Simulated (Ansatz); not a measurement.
**Ga2O3 (C2/m): the host for defect calculations**

Before any defect goes in: Ga2O3 (C2/m) at rest, and how it screens a charge.

Method: plane-wave PAW DFT, PBEsol; relaxation of the host's cell and atoms; PAW set soft_1, in the first sound run; inputs show where later runs differ, in Ansatz 0.2.0.

### 1. Starting point

It takes space group C2/m (No. 12, monoclinic). Conventional cell: a = 12.280 Å, b = 3.048 Å, c = 5.817 Å, α = 90.00°, β = 103.76°, γ = 90.00°. Ga has 6 O at 1.94 to 2.08 Å nearest. Ga has 4 O at 1.84 to 1.87 Å nearest. Nearest to O lie 3 Ga at 1.84 to 1.94 Å. O has 4 Ga at 1.87 to 2.08 Å nearest. Nearest to O lie 3 Ga at 1.84 to 1.95 Å. Farther neighbours and most contacts between anions are not listed.

### 2. Host cell relaxation

Lattice and positions are set free, within the symmetry that the program keeps.

Contents of cell/input.yaml:

```yaml
crystal:
  lattice:
    - [6.1402367, -1.5237837, 0.0]
    - [6.1402367, 1.5237837, 0.0]
    - [-1.3841309, 0.0, 5.6503489]
  atoms:
    - { symbol: Ga, position: [0.3411617, 0.3411617, 0.68526966] }
    - { symbol: Ga, position: [0.6588383, 0.6588383, 0.31473034] }
    - { symbol: Ga, position: [0.9095256, 0.9095256, 0.205214] }
    - { symbol: Ga, position: [0.0904744, 0.0904744, 0.794786] }
    - { symbol: O, position: [0.50353087, 0.50353087, 0.74333591] }
    - { symbol: O, position: [0.49646913, 0.49646913, 0.25666409] }
    - { symbol: O, position: [0.82662894, 0.82662894, 0.43676984] }
    - { symbol: O, position: [0.17337106, 0.17337106, 0.56323016] }
    - { symbol: O, position: [0.16450498, 0.16450498, 0.10915408] }
    - { symbol: O, position: [0.83549502, 0.83549502, 0.89084592] }
basis:
  ecutwfc: 420
  xc_grid: 2
hamiltonian:
  xc: pbesol
  pseudopotentials: { kind: paw, azcp: { folder: soft_1 }, xc_functional: pbe }
kpoints:
  mp_grid: { grid: [9, 9, 5] }
scf:
  occupations: { method: fixed }
  max_iter: 100
relax:
  f_tol: 0.005
  max_steps: 60
  cell: {}
output:
  forces: true
  stress: true
checkpoint:
  write: "../cell.run"
  compress: false
  write_wavefunctions: false
  write_every: 100000
```

The run is started by

```console
$ ansatz run input.yaml --threads 32 --pin off --max-ram 84787MiB --backend cpu --events-out ev --progress --plain --runs-dir out
```

Numbers of over 12 decimals in the logs are rounded to 6 here.

The log of the run:

```text
[... repeated set-up lines and file paths are left out, and long positions are rounded to six places ...]
basis.fft_grid_basis auto: the FFT boxes are laid along the combinations [[1, -1, 0], [0, 1, 0], [0, 0, 1]] of the cell's own vectors, 3.048, 6.326 and 5.817 Å long. The dense box has 24×45×40 points. [...]
Engine: ansatz 0.2.0, aarch64-unknown-linux-gnu
Pseudopotentials: kind: paw
Pseudopotential: Ga, paw, valence charge 13, recommended cutoff 420 eV (normal), soft_1/Ga.paw.azcp
Pseudopotential: O, paw, valence charge 6, recommended cutoff 420 eV (normal), soft_1/O.paw.azcp
Functional definition: PBEsol
  exchange = pbesol_x
  correlation = pbesol_c
Crystal: 10 atoms, lattice volume = 105.734 Å³
Basis set: ecut = 420 eV, 2047 PW (Γ), FFT grids on a1−a2, a2, a3, exchange–correlation on 48×90×80 points (8 copies of the dense FFT grid, shifted against one another)
Bands: 54, of which v1, the nominal top of the filled ones, is band 44 counted from 1 (43 counted from 0)
Symmetry: 4 space group operations
Space group: C2/m (ITA 12), of the structure as read, at distance tolerance 4.7e-5 Å
k-points: 115 of 405
Non-local potential: Ga, projectors of the file, l = 0: 2, l = 1: 2, l = 2: 3, l = 3: 1
Non-local potential: O, projectors of the file, l = 0: 2, l = 1: 2, l = 2: 1
PAW form: soft (Blöchl's): semilocal exchange-correlation on the pseudo side does not see the compensation charge
PAW frozen core: Ga, regenerated for the run's functional, and the local potential with it (the file was generated under x = pbe(κ = 0.804, μ = 0.219515), c = pbe(β = 0.066725))
PAW frozen core: O, regenerated for the run's functional, and the local potential with it (the file was generated under x = pbe(κ = 0.804, μ = 0.219515), c = pbe(β = 0.066725))
PAW one-centre angular grid: Ga, 590 points (default); XC on 64 Gauss nodes
PAW one-centre angular grid: O, 110 points (default); XC on 64 Gauss nodes
Initial density: superposition of atomic densities (chi_scale 0.1, normalization cell, long waves kept (reshape's long-wave potential 0.03 eV rms))
Initial wavefunctions: pseudopotential atomic-orbital guess
Functional: x = pbesol(κ = 0.804, μ = 0.123457), c = pbesol(β = 0.046)
SCF iter   1: F=—  HF=-18344.095986 eV  |Δ(HF+E_count)|=         —  Δρ=1.16e-1  dr2=6.45e0  Hψ=17615
preconditioner: auto → Resta (q_TF=auto, 2.646 Å⁻¹)  ε∞=4.3  [insulator: Δε(μ)=2.633 eV  Ē_g=18.695 eV  n_scr=34 (ndim 8)  ℏωp=33.9 eV  f_vac=0.000  ε∞_Penn≈4.3]
SCF iter   2: F=—  HF=-18342.458864 eV  |Δ(HF+E_count)|=    1.64e0  Δρ=5.24e-2  dr2=1.36e0  Hψ=11944
SCF iter   3: F=—  HF=-18341.930208 eV  |Δ(HF+E_count)|=   5.29e-1  Δρ=1.52e-2  dr2=1.80e-1  Hψ=9567
automatic band count: iteration 3 solves 52 bands in place of 54: the levels show a gap, and the empty bands left out lie too high to hold charge; the band table lists the bands solved (type scf.n_extra_bands for more)
SCF iter   4: F=—  HF=-18341.852906 eV  |Δ(HF+E_count)|=   7.73e-2  Δρ=4.56e-3  dr2=1.76e-2  Hψ=10370
[...]
SCF iter  10: F=-18341.866350 eV  HF=-18341.866350 eV  |Δ(HF+E_count)|=   1.71e-7  Δρ=5.93e-6  dr2=2.92e-8  Hψ=21231
SCF 1 converged in 10 iterations: F = -18341.866350 eV  dr2 = 2.92e-8
  greatest PAW one-centre occupation: 0.998 electrons in one spin orbital (limit 2), on the Ga atom at site 1 (counted from 0), in its partial waves of l = 2
relax step   1: F+E_penalty+E_count = -18341.86635041 eV  Δ(F+E_penalty+E_count) = +0.000e0 eV  max|allowed force component| = 6.935e-2 eV/Å  Δτ_max = 0.0000 Å  P = -0.157 GPa  Ω = 105.734 Å³  (10 SCF iters, dr2 threshold 1.00e-7 eV, accepted)
[... the SCF cycles and remarks between the steps are left out from here to the last step ...]
relax step   2: F+E_penalty+E_count = -18341.86738105 eV  Δ(F+E_penalty+E_count) = -1.031e-3 eV  max|allowed force component| = 2.572e-2 eV/Å  Δτ_max = 0.0061 Å  P = -0.024 GPa  Ω = 105.628 Å³  energy of the carried Pulay correction = +3.169e-4 eV  (5 SCF iters, dr2 threshold 3.01e-7 eV, accepted)
relax step   3: F+E_penalty+E_count = -18341.86756734 eV  Δ(F+E_penalty+E_count) = -1.863e-4 eV  max|allowed force component| = 1.169e-2 eV/Å  Δτ_max = 0.0023 Å  P = +0.009 GPa  Ω = 105.598 Å³  energy of the carried Pulay correction = +4.072e-4 eV  (5 SCF iters, dr2 threshold 8.07e-8 eV, accepted)
relax step   4: F+E_penalty+E_count = -18341.86759573 eV  Δ(F+E_penalty+E_count) = -2.839e-5 eV  max|allowed force component| = 4.024e-3 eV/Å  Δτ_max = 0.0017 Å  P = +0.001 GPa  Ω = 105.600 Å³  energy of the carried Pulay correction = +4.012e-4 eV  (6 SCF iters, dr2 threshold 1.56e-8 eV, accepted)
[...]
iter 1 solved again at ethr=2.29e-8 eV; its pass at ethr=3.10e-3 eV (dr2=2.02e-5 eV) is discarded
SCF iter   1: F=—  HF=-18341.867105 eV  |Δ(HF+E_count)|=         —  Δρ=1.29e-5  dr2=3.00e-8  Hψ=35350
[...]
SCF iter   2: F=—  HF=-18341.867153 eV  |Δ(HF+E_count)|=   4.79e-5  Δρ=6.65e-6  dr2=1.00e-8  Hψ=10818
SCF iter   3: F=—  HF=-18341.867153 eV  |Δ(HF+E_count)|=   9.70e-9  Δρ=2.18e-6  dr2=1.15e-9  Hψ=10057
SCF iter   4: F=-18341.867153 eV  HF=-18341.867153 eV  |Δ(HF+E_count)|=  6.77e-10  Δρ=3.18e-7  dr2=8.25e-11  Hψ=25361
SCF 5 converged in 4 iterations: F = -18341.867153 eV  dr2 = 8.25e-11
relax step   5: F+E_penalty+E_count = -18341.86715301 eV  Δ(F+E_penalty+E_count) = +4.427e-4 eV  max|allowed force component| = 4.032e-3 eV/Å  Δτ_max = 0.0000 Å  P = -0.006 GPa  Ω = 105.600 Å³  stress off target by 1.53e-2 GPa  SCF on the basis re-selected at this cell (its energy is not comparable with the rows above)  (4 SCF iters)
basis re-selected at this cell: Δ(F+E_penalty+E_count) = +4.427e-4 eV, ΔP = -0.007 GPa vs the last step (what re-selecting the basis moved, of the pressure what is left beyond the Pulay correction that the steps carried, after the strain that the cell walked [...]
SCF converged after 4 iterations
Free energy (F): -18341.867153 eV
Harris-Foulkes:  -18341.867153 eV  (|F-HF|=2.18e-11)
Internal energy: -18341.867153 eV  (E = F + TS)
E sigma→0 (E₀):  -18341.867153 eV
Fermi energy:    7.896302 eV
--- Per-component energies (eV) ---
  E_band       = -117.497380
  E_kinetic    = 1459.548100
  E_local      = -7006.173278  (includes V_loc(G=0)·N_el)
  E_nonlocal   = -27.710273
  E_hartree    = 4086.599486
  E_xc         = -669.816623
  E_vxc        = -762.543925  (∫ρ·V_xc dr)
  E_paw        = -8788.293098  (= ΣΔE_a)
  E_vpaw       = -1953.821336  (= ΣTr[D̂ρ^β])
  E_aug_tail   = 0.003682  (compensation charges beyond the density's cutoff)
  E_ewald      = -7399.688793
  E_core_change = 3.663644  (= ΣΔE_core)
  E_smearing   = -0.000000  (= −TS)
  E_closure    = 0.000000  (closes the sum)
  Σ components = -18341.867153   (vs F -18341.867153, Δ=0.00e0)
--- Forces (eV/Å), atoms counted from 1 ---
  atom   1  Ga    -0.00226789     0.00000000     0.00403216
  atom   2  Ga     0.00226789    -0.00000000    -0.00403216
  atom   3  Ga     0.00246945    -0.00000000     0.00226928
  atom   4  Ga    -0.00246945     0.00000000    -0.00226928
  atom   5  O     -0.00026029    -0.00000000     0.00039396
  atom   6  O      0.00026029     0.00000000    -0.00039396
  [... 4 more lines of this table ...]
  max |Σ_I F_I| component: 0.00e0 eV/Å
--- Stress (GPa, compression-positive) ---
       -0.003633       0.000000      -0.013408
        0.000000      -0.014086      -0.000000
       -0.013408      -0.000000       0.000109
  P = ⅓ Tr σ = -0.0059 GPa (-0.059 kbar)
--- Relaxed structure (4 steps of the walk, 4 accepted, 1 SCFs on fresh bases) ---
  F+E_penalty+E_count = -18341.86715301 eV   max|allowed force component| = 4.032e-3 eV/Å   (the final SCF, on the basis selected at the relaxed cell)
  cell:  # Å, volume = 105.5998 Å³
    - [6.138977, -1.523649, 0.00393351]
    - [6.138977, 1.523649, 0.00393351]
    - [-1.380227, -3.3633966435842005e-19, 5.643959]
  atoms:
    - { symbol: Ga, position: [0.341276, 0.341276, 0.685441] }
    - { symbol: Ga, position: [0.658724, 0.658724, 0.314559] }
    - { symbol: Ga, position: [0.909492, 0.909492, 0.204603] }
    - { symbol: Ga, position: [0.090508, 0.090508, 0.795397] }
    - { symbol: O, position: [0.503788, 0.503788, 0.744085] }
    - { symbol: O, position: [0.496212, 0.496212, 0.255915] }
  [... 4 more lines of this table ...]
```

Run time: 8 s. Hardware: 32 threads of Arm Neoverse V2, shared host; peak memory 1 GiB; 2.7 min of CPU time.

Step by step:

```tsv
step	energy less that of the first step (eV)	largest force component (eV/Å)	pressure (GPa)	volume (Å³)
1	0.0000	0.0694	-0.16	105.73
2	-0.0010	0.0257	-0.02	105.63
3	-0.0012	0.0117	0.01	105.60
4	-0.0012	0.0040	0.00	105.60
5*	-0.0008	0.0040	-0.01	105.60
```

Relaxation steps marked * repeat the geometry before them on a plane-wave basis chosen anew for their cell, so energy and pressure can jump there.

The run keeps the 4 symmetry operations that it works with, so distortions that break them were not tested.

```tsv
cell as run	before	after	change
a (Å)	6.326	6.325	-0.0 %
b (Å)	6.326	6.325	-0.0 %
c (Å)	5.817	5.810	-0.1 %
α (°)	103.35	103.29	-0.1 %
β (°)	103.35	103.29	-0.1 %
volume (Å³/atom)	10.57	10.56	-0.1 %
```

Numbers from this step:

```
pressure : -0.005870 GPa
```

The cell shrank by 0.1 % in volume. From the first step to the last the energy fell by 0.001 eV, across changes of basis, and the largest move was 0.009 Å (O10 and 1 other atom alike).

### 3. Dielectric tensors of the host

The response to a uniform electric field gives the electronic dielectric tensor.

This step: plane-wave PAW DFPT, PBEsol; dielectric tensors, Born charges and zone-centre modes of the host; PAW set soft_1 (Ansatz 0.2.0).

Contents of eps/input.yaml:

```yaml
crystal:
  lattice:
    - [6.1389769346, -1.5236493739, 0.0039335052]
    - [6.1389769346, 1.5236493739, 0.0039335052]
    - [-1.3802272464, 0.0, 5.643958809]
  atoms:
    - { symbol: Ga, position: [0.3412764239, 0.3412764239, 0.6854405841] }
    - { symbol: Ga, position: [0.6587235761, 0.6587235761, 0.3145594159] }
    - { symbol: Ga, position: [0.9094923097, 0.9094923097, 0.2046027331] }
    - { symbol: Ga, position: [0.0905076903, 0.0905076903, 0.7953972669] }
    - { symbol: O, position: [0.5037883928, 0.5037883928, 0.7440849431] }
    - { symbol: O, position: [0.4962116072, 0.4962116072, 0.2559150569] }
    - { symbol: O, position: [0.8267872934, 0.8267872934, 0.4372393425] }
    - { symbol: O, position: [0.1732127066, 0.1732127066, 0.5627606575] }
    - { symbol: O, position: [0.1652740961, 0.1652740961, 0.1095264111] }
    - { symbol: O, position: [0.8347259039, 0.8347259039, 0.8904735889] }
basis:
  ecutwfc: 420
hamiltonian:
  xc: pbesol
  pseudopotentials: { kind: paw, azcp: { folder: soft_1 }, xc_functional: pbe }
kpoints:
  mp_grid: { grid: [8, 8, 4] }
scf:
  occupations: { method: fixed }
  max_iter: 100
phonons:
  method: dfpt
  dielectric: true
  rigid_motions: translations
```

The log of the run:

```text
[...]
Crystal: 10 atoms, lattice volume = 105.600 Å³
Basis set: ecut = 420 eV, 2045 PW (Γ), exchange–correlation on 90×90×80 points (8 copies of the dense FFT grid, shifted against one another)
Bands: 54, of which v1, the nominal top of the filled ones, is band 44 counted from 1 (43 counted from 0)
Symmetry: 4 space group operations
k-points: 132 of 256 (irreducible under 1 space group operation, time reversal used)
[...]
SCF iter   1: F=—  HF=-18344.096415 eV  |Δ(HF+E_count)|=         —  Δρ=1.16e-1  dr2=6.45e0  Hψ=20661
[...]
SCF iter   2: F=—  HF=-18342.459937 eV  |Δ(HF+E_count)|=    1.64e0  Δρ=5.24e-2  dr2=1.36e0  Hψ=13840
[...]
SCF iter  13: F=-18341.866998 eV  HF=-18341.866998 eV  |Δ(HF+E_count)|=  6.91e-11  Δρ=1.11e-7  dr2=1.37e-11  Hψ=43622
SCF 1 converged in 13 iterations: F = -18341.866998 eV  dr2 = 1.37e-11
[...]
NSCF: frozen V_eff on 3 k-points
DFPT response loops at Γ: preconditioner auto → Resta (q_TF=auto, 2.647 Å⁻¹)  ε∞=5.2 (no band partly filled); β = 1.00, the filter's whole step (`scf.mixing.beta` (0.50) is not read by the response loops at its default; [...]
── the response to a field inside a basis, on 10×10×6 k-points: an SCF that follows is theirs, and a resumed run solves both again ──
Bands: 45, of which v1, the nominal top of the filled ones, is band 44 counted from 1 (43 counted from 0)
k-points: 165 of 600
[...]
Eigensolver: Dense (165 Hₖ)
SCF iter   1: F=—  HF=-18341.691036 eV  |Δ(HF+E_count)|=         —  Δρ=8.24e-4  dr2=1.70e-4
[...]
SCF iter   6: F=-18341.691158 eV  HF=-18341.691158 eV  |Δ(HF+E_count)|=   2.78e-8  Δρ=2.31e-6  dr2=7.45e-9
SCF 1 converged in 6 iterations: F = -18341.691158 eV  dr2 = 7.45e-9
[...]
SCF converged after 13 iterations
[...]
-1.44588   -0.00000   -0.05883
        -0.00000   -2.10533    0.00000
        -0.03339    0.00000   -2.51160
    site 9:
        -1.44588   -0.00000   -0.05883
        -0.00000   -2.10533    0.00000
        -0.03339    0.00000   -2.51160
  Z* charge neutrality: 1.995e-2 e pre-enforcement
  solved inside a basis spanned on kpoints, on 10×10×6 k-points, its susceptibility summed on 14×14×8: ε∞ is read to err by 1.7e-2, Z* by 2.1e-2 e (field_mesh: kpoints solves on kpoints); Z* is corrected for what the basis lacks
  optical modes at Γ without the LO–TO term, one row a degenerate level:
      ω (cm⁻¹)  modes    IR ((D/Å)²/amu)
        106.04      1             0.0000
        108.05      1             0.0000
        141.59      1             0.0000
        147.52      1             0.1267
        159.95      1             0.0000
        188.51      1            11.2133
        188.84      1             0.0000
        246.16      1             8.1598
        268.48      1             0.6177
        294.67      1            14.4163
        307.33      1             0.0000
        336.70      1             0.0000
        342.70      1             0.0000
        344.40      1             5.1552
        382.72      1             0.0000
        412.92      1            29.5276
        436.40      1            24.3838
        450.74      1             0.0000
        461.48      1             0.0000
        548.52      1            32.2937
        603.33      1             0.0000
        629.91      1             0.0000
        631.11      1             0.0000
        640.08      1            13.2580
        661.49      1             8.5905
        714.04      1             4.6694
        733.30      1             0.0000
  optical modes at Γ + LO–TO along q̂ = [1.0000, 0.0000, 0.0000]:
      ω (cm⁻¹)  modes    IR ((D/Å)²/amu)
        106.04      1             0.0000
        108.05      1             0.0000
        141.59      1             0.0000
        147.52      1             0.1267
        159.95      1             0.0000
        188.84      1             0.0000
        191.03      1            10.7489
[...]
optical modes at Γ + LO–TO along q̂ = [0.0000, 1.0000, 0.0000]:
      ω (cm⁻¹)  modes    IR ((D/Å)²/amu)
[...]
optical modes at Γ + LO–TO along q̂ = [0.0000, 0.0000, 1.0000]:
      ω (cm⁻¹)  modes    IR ((D/Å)²/amu)
[...]
436.40      1            24.3838
        450.74      1             0.0000
        457.84      1            23.2531
        461.48      1             0.0000
        603.33      1             0.0000
        629.91      1             0.0000
        631.11      1             0.0000
        632.50      1            21.4867
        640.08      1            13.2580
        677.27      1             7.4135
        733.30      1             0.0000
        759.03      1            29.7134
```

It took 2.7 min on 32 threads; peak memory 4.7 GiB; 45 min of CPU time.

In the SCF lines HF is the Harris–Foulkes energy and dr2 the Hartree energy of the density residual, in eV; the loop may stop once dr2 is under the threshold and the program's other checks hold. Hψ counts applications of the Hamiltonian.

Electronic dielectric tensor:

```
4.10 0.00 0.00
0.00 4.20 0.00
0.00 0.00 4.21
```

Static dielectric tensor:

```
11.09  0.00 -0.77
 0.00 10.92  0.00
-0.77  0.00 13.61
```

The principal values of the electronic dielectric tensor are 4.10, 4.20 and 4.21. The principal values of the static dielectric tensor are 10.87, 10.92 and 13.83.

(Part 1 of 2 ends here.)

[Logs are printed without paths, hosts, clocks, repeated set-up lines and the standing remarks that a program may print on its own settings, such as how far it seeks lower states.]

[Hosts, paths, dates, database ids (printed as entryN), source tags and the programs' standing remarks are cut or masked in the printed files.]

[Runs of the host that timed out are not shown.]

[For some hosts the program warned that the k-mesh of the response run may be too coarse for force constants and the static dielectric constant; such warnings are not always shown.]

[The program warned that the k-mesh of a response run behind this text may be too coarse: force constants, and the static dielectric constant and all else formed from them, are not shown converged.]
